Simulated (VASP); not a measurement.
# SiC (Moissanite 3C) (F-43m) in VASP: settings compared, part 2 of 2

VASP 6.6.1.

## 4. Relaxation of cell and atoms, optB86b-vdW

INCAR reads:

```
PREC = Accurate
ENCUT = 600
EDIFF = 1E-6
ISMEAR = -1
SIGMA = 0.05
LREAL = F
LASPH = T
NELM = 100
ALGO = Fast
ISIF = 3
LWAVE = F
LCHARG = F
GGA = MK
LUSE_VDW = T
AGGAC = 0.0
PARAM1 = 0.1234
PARAM2 = 1.0
IBRION = 2
NSW = 40
EDIFFG = -0.01
```

KPOINTS reads:

```
Automatic mesh
0
Gamma
  10 10 10
```

POSCAR reads:

```
SiC
1.0
    0.0000000000      2.1790000000      2.1790000000
    2.1790000000      0.0000000000      2.1790000000
    2.1790000000      2.1790000000      0.0000000000
Si C
1 1
Direct
    0.0000000000      0.0000000000      0.0000000000
    0.7500000000      0.7500000000      0.7500000000
```

Potentials or basis: VASP PAW PBE potentials, release 64 (Si, C).

On the command line:

```
$ cat potpaw_PBE.64/Si/POTCAR potpaw_PBE.64/C/POTCAR > POTCAR
$ mpirun -np 1 vasp_std > vasp.out
```

OUTCAR:

```text
PREC = Accurate
   ENCUT = 600
   EDIFF = 1E-6
   ISMEAR = -1
   LREAL = F
   LASPH = T
   NELM = 100
   ISIF = 3
   GGA = MK
   IBRION = 2
   NSW = 40
   EDIFFG = -0.01

 ion  position               nearest neighbor table
   1  0.000  0.000  0.000-   2 1.89   2 1.89   2 1.89   2 1.89
   2  0.750  0.750  0.750-   1 1.89   1 1.89   1 1.89   1 1.89

  LATTYP: Found a face centered cubic cell.
 ALAT       =     4.3580000000

  Lattice vectors:

 A1 = (   0.0000000000,   2.1790000000,   2.1790000000)
 A2 = (   2.1790000000,   0.0000000000,   2.1790000000)
 A3 = (   2.1790000000,   2.1790000000,   0.0000000000)

Analysis of symmetry for initial positions (statically):
=====================================================================
 Subroutine PRICEL returns:
 Original cell was already a primitive cell.

 Routine SETGRP: Setting up the symmetry group for a
 face centered cubic supercell.

 Subroutine GETGRP returns: Found 24 space group operations
 (whereof 24 operations were pure point group operations)
 out of a pool of 48 trial point group operations.

The static configuration has the point symmetry T_d .

Analysis of symmetry for dynamics (positions and initial velocities):
=====================================================================
 Subroutine PRICEL returns:
 Original cell was already a primitive cell.

 Routine SETGRP: Setting up the symmetry group for a
 face centered cubic supercell.

 Subroutine GETGRP returns: Found 24 space group operations
 (whereof 24 operations were pure point group operations)
 out of a pool of 48 trial point group operations.

The dynamic configuration has the point symmetry T_d .

 Subroutine INISYM returns: Found 24 space group operations
 (whereof 24 operations are pure point group operations),
 and found     1 'primitive' translations

----------------------------------------------------------------------------------------

                                     Primitive cell

  volume of cell :      20.6920

  direct lattice vectors                    reciprocal lattice vectors
     0.000000000  2.179000000  2.179000000    -0.229463056  0.229463056  0.229463056
     2.179000000  0.000000000  2.179000000     0.229463056 -0.229463056  0.229463056
     2.179000000  2.179000000  0.000000000     0.229463056  0.229463056 -0.229463056

  length of vectors
     3.081571352  3.081571352  3.081571352     0.397441672  0.397441672  0.397441672

  position of ions in fractional coordinates (direct lattice)
     0.000000000  0.000000000  0.000000000
     0.750000000  0.750000000  0.750000000

  ion indices of the primitive-cell ions
   primitive index   ion index
                 1           1
                 2           2

----------------------------------------------------------------------------------------

 KPOINTS: Automatic mesh

Automatic generation of k-mesh.
 Grid dimensions read from file:
 generate k-points for:   10   10   10

[... 46 lines left out ...]
   number of dos      NEDOS =    301   number of ions     NIONS =      2
   total plane-waves  NPLWV =  21952
   dimension x,y,z NGX =    28 NGY =   28 NGZ =   28
   dimension x,y,z NGXF=    56 NGYF=   56 NGZF=   56
   ions per type =               1   1
   NGX,Y,Z   is equivalent  to a cutoff of  15.11, 15.11, 15.11 a.u.
   NGXF,Y,Z  is equivalent  to a cutoff of  30.21, 30.21, 30.21 a.u.
 SYSTEM =  unknown system
   PREC   = accura    normal or accurate (medium, high low for compatibility)
   ISTART =      0    job   : 0-new  1-cont  2-samecut
   ICHARG =      2    charge: 1-file 2-atom 10-const
   ISPIN  =      1    spin polarized calculation?
   LNONCOLLINEAR =      F non collinear calculations
   LSORBIT =      F    spin-orbit coupling
   LASPH  =      T    aspherical Exc in radial PAW
   ENCUT  =  600.0 eV  44.10 Ry    6.64 a.u.   6.15  6.15  6.15*2*pi/ulx,y,z
   NELM   =    100;   NELMIN=  2; NELMDL= -5     # of ELM steps
   EDIFF  = 0.1E-05   stopping-criterion for ELM
   LREAL  =      F    real-space projection
   EDIFFG = -.1E-01   stopping-criterion for IOM
   NSW    =     40    number of steps for IOM
   IBRION =      2    ionic relax: 0-MD 1-quasi-New 2-CG
   NFREE  =      1    steps in history (QN), initial steepest desc. (CG)
   ISIF   =      3    stress and relaxation
   ISYM   =      2    0-nonsym 1-usesym 2-fastsym
   POTIM  = 0.5000    time-step for ionic-motion
   TEBEG  =    0.0;   TEEND  =   0.0 temperature during run
   PSTRESS=    0.0 pullay stress
   NELECT =       8.0000    total number of electrons
   NUPDOWN=      -1.0000    fix difference up-down
   EMIN   =  10.00;   EMAX   =-10.00  energy-range for DOS
   EFERMI =   0.00;   METHOD = LEGACY
   ISMEAR =    -1;   SIGMA  =   0.05  broadening in eV -4-tet -1-fermi 0-gaus
   EFERMI_NEDOS =   21; number of points for ismear=-14 and -15
   IALGO  =     68    algorithm
   IMIX   =      4    mixing-type and parameters
     AMIX     =   0.40;   BMIX     =  1.00
     AMIX_MAG =   1.60;   BMIX_MAG =  1.00
  volume/ion in A,a.u.               =      10.35        69.82
  Fermi-wavevector in a.u.,A,eV,Ry     =   1.192626  2.253736 19.352338  1.422357
  Thomas-Fermi vector in A             =   2.328660
   LORBIT       =      0    0 simple, 1 ext, 2 COOP (PROOUT), +10 PAW based schemes
   GGA     = MK    functional components
   LHFCALC =     F    Hartree Fock is set to
   AEXX    =    0.0000 exact exchange contribution
   IVDW_NL    =     1    kernel type
   BPARAM     = 6.3000
   IVDW    =     0    specifies the selected vdW correction
   LEPSILON=     F    determine dielectric tensor
   LRPA    =     F    only Hartree local field effects (RPA)
 conjugate gradient relaxation of ions
 non-spin polarized calculation
 RMM-DIIS sequential band-by-band and
  energy-cutoff  :      600.00
  volume of cell :       20.69
 maximum number of plane-waves:       701
 NGX is ok and might be reduce to    28
   NGX = 13   NGY = 13   NGZ = 13

--------------------------------------- Ionic step        1  -------------------------------------------

 number of electron       8.0000000 magnetization

 Free energy of the ion-electron system (eV)
  ---------------------------------------------------
  ext. energy  EPLUGINS =         0.00000000
  ---------------------------------------------------
  free energy    TOTEN  =       -12.98086515 eV

  energy without entropy =      -12.98086514  energy(sigma->0) =      -12.98086514

------------------------ aborting loop because EDIFF is reached ----------------------------------------

  FORCE on cell =-STRESS in cart. coord.  units (eV):
  Direction    XX          YY          ZZ          XY          YZ          ZX
  --------------------------------------------------------------------------------------
  -------------------------------------------------------------------------------------
  Total        0.2907940      0.2907940      0.2907940      0.0000000     -0.0000000      0.0000000
  in kB       22.5161611     22.5161611     22.5161611      0.0000000     -0.0000000      0.0000000
  external PRESSURE =      22.5161611 kB  Pullay stress =       0.0000000 kB
[... 63 lines left out ...]
--------------------------------------- Ionic step        3  -------------------------------------------

 number of electron       8.0000000 magnetization

 Free energy of the ion-electron system (eV)
  ---------------------------------------------------
  ext. energy  EPLUGINS =         0.00000000
  ---------------------------------------------------
  free energy    TOTEN  =       -12.98234354 eV

  energy without entropy =      -12.98234353  energy(sigma->0) =      -12.98234354

 E-fermi :   8.6798     XC(G=0): -11.3135

 val. band max:        7.9579820537   @ k =   0.0000   0.0000   0.0000
 cond. band min:       9.3638224192   @ k =   0.5000   0.5000   0.0000
 fundamental gap:      1.4058403654
 Fermi energy:         8.6798441115

 k-point     1 :       0.0000    0.0000    0.0000
  band No.  band energies     occupation
      1      -7.3302      2.00000
      2       7.9580      2.00000
      3       7.9580      2.00000
      4       7.9580      2.00000
      5      14.1245      0.00000
      6      15.1994      0.00000
      7      15.1994      0.00000
      8      15.1994      0.00000
[... 243 lines left out ...]
 k-point    24 :       0.4000    0.3000    0.0000
  band No.  band energies     occupation
      1      -4.2184      2.00000
      2       2.4102      2.00000
      3       4.8332      2.00000
      4       5.3519      2.00000
      5      10.8534      0.00000
      6      13.5692      0.00000
      7      19.4740      0.00000
      8      19.7924      0.00000

 [... further k-points ...]

------------------------ aborting loop because EDIFF is reached ----------------------------------------

  FORCE on cell =-STRESS in cart. coord.  units (eV):
  Direction    XX          YY          ZZ          XY          YZ          ZX
  --------------------------------------------------------------------------------------
  -------------------------------------------------------------------------------------
  Total        0.0001732      0.0001732      0.0001732      0.0000000     -0.0000000      0.0000000
  in kB        0.0132758      0.0132758      0.0132758      0.0000000     -0.0000000      0.0000000
  external PRESSURE =       0.0132758 kB  Pullay stress =       0.0000000 kB
[... 21 lines left out ...]
  energy  without entropy=      -12.9823435331  energy(sigma->0) =      -12.98234354

Total vdW correction in eV:      0.9360137

 reached required accuracy - stopping structural energy minimisation
```

Wall time 2.3 min (1 thread of AMD EPYC 7R43 (Zen 3), shared host); peak memory 0.28 GiB.

Results:

```yaml
Free_energy: -12.9823 eV
Relaxed_volume: 10.45 Å³/atom
Relaxed_cell: a = 3.092 Å, b = 3.092 Å, c = 3.092 Å, α = 60.00°, β = 60.00°, γ = 60.00°
Space_group_after_relaxing_to_0.05_Å: F-43m (No. 216)
Energy_gained_by_relaxing: 0.7 meV/atom
Ionic_steps: 3
Pressure_after_relaxing: 0.0 GPa
Band_gap_on_the_k_mesh: 1.41 eV, indirect (least direct gap 4.57 eV)
```

The path:
```
step  energy change (eV)  largest force (eV/Å)  pressure (GPa)  volume (Å³)
   1              0.0000                0.0000            2.25        20.69
   2              0.0001                0.0000           -2.28        21.13
   3             -0.0015                0.0000            0.00        20.91
```

Final structure:
```xyz
2
Lattice="0.0000 2.1865 2.1865 2.1865 0.0000 2.1865 2.1865 2.1865 0.0000" Properties=species:S:1:pos:R:3 pbc="T T T"
Si    0.0000    0.0000    0.0000
C     3.2797    3.2797    3.2797
```

Caveat: the PAW data sets were made with another functional, which shifts forces and pressure a little.

## 5. Relaxation of cell and atoms, optB88-vdW

INCAR reads:

```
SYSTEM = SiC
PREC = Accurate
ENCUT = 600
EDIFF = 1E-6
ISMEAR = -1
SIGMA = 0.05
LREAL = .False.
LASPH = .True.
NELM = 100
ALGO = Normal
ISIF = 3
LWAVE = .False.
LCHARG = .False.
GGA = BO
LUSE_VDW = .True.
AGGAC = 0.0
PARAM1 = 0.1833333333
PARAM2 = 0.22
IBRION = 2
NSW = 40
EDIFFG = -0.01
```

KPOINTS reads:

```
regular mesh
0
Gamma
  10 10 10
  0 0 0
```

POSCAR is that of step 4.

On the command line:

```
$ cat potpaw_PBE.64/Si/POTCAR potpaw_PBE.64/C/POTCAR > POTCAR
$ mpirun -np 1 vasp_std > vasp.out
```

It took 1.9 min on 1 thread of AMD EPYC 7R43 (Zen 3), shared host; peak memory 0.28 GiB.

It converged, with:

* Free energy: -12.6973 eV
* Relaxed volume: 10.50 Å³/atom
* Relaxed cell: a = 3.097 Å, b = 3.097 Å, c = 3.097 Å, α = 60.00°, β = 60.00°, γ = 60.00°
* Space group after relaxing (to 0.05 Å): F-43m (No. 216)
* Energy gained by relaxing: 1.6 meV/atom
* Ionic steps: 3
* Pressure after relaxing: 0.0 GPa
* Band gap on the k mesh: 1.55 eV, indirect (least direct gap 4.68 eV)

The path:
| step | energy change (eV) | largest force (eV/Å) | pressure (GPa) | volume (Å³) |
| --- | --- | --- | --- | --- |
| 1 | 0.0000 | 0.0000 | 3.28 | 20.69 |
| 2 | 0.0001 | 0.0000 | -3.15 | 21.33 |
| 3 | -0.0032 | 0.0000 | 0.00 | 21.01 |

Final structure:
```yaml
crystal:
  lattice:
    - [0.00000, 2.19000, 2.19000]
    - [2.19000, 0.00000, 2.19000]
    - [2.19000, 2.19000, 0.00000]
  atoms:
    - { symbol: Si, position: [0.00000, 0.00000, 0.00000] }
    - { symbol: C, position: [0.75000, 0.75000, 0.75000] }
```

Levels at points of the mesh, in eV from the valence-band top:
```tsv
k point	band 1	band 2	band 3	band 4	band 5	band 6	band 7	band 8
(0.00, 0.00, 0.00)	-15.20	0.00	0.00	0.00	6.16	7.24	7.24	7.24
(0.50, 0.00, 0.00)	-11.72	-8.37	-1.05	-1.05	5.37	7.26	7.26	10.11
(0.50, 0.50, 0.00)	-10.29	-7.70	-3.13	-3.13	1.55	4.39	13.87	13.87
```

Caveat: the PAW data sets were made with another functional, which shifts forces and pressure a little.

## 6. Overview

```tsv
level	gap on the mesh (eV)	pressure (GPa)	relaxed volume (Å³/atom)
vdW-DF	1.67	0.0	10.71
vdW-DF2	1.96	0.0	10.83
optB86b-vdW	1.41	0.0	10.45
optB88-vdW	1.55	0.0	10.50
```

Alike in all rows: task relaxation of cell and atoms; potentials or basis VASP PAW PBE potentials, release 64 (Si, C); no spin polarisation; cell relaxed; k mesh 10 × 10 × 10; cutoff (eV) 600; smearing fermi-dirac 0.05 eV.

Caveats: the PAW data sets were made with another functional, which shifts forces and pressure a little.

Total energies depend on the potentials used, so only differences within one code and one set of settings carry meaning.
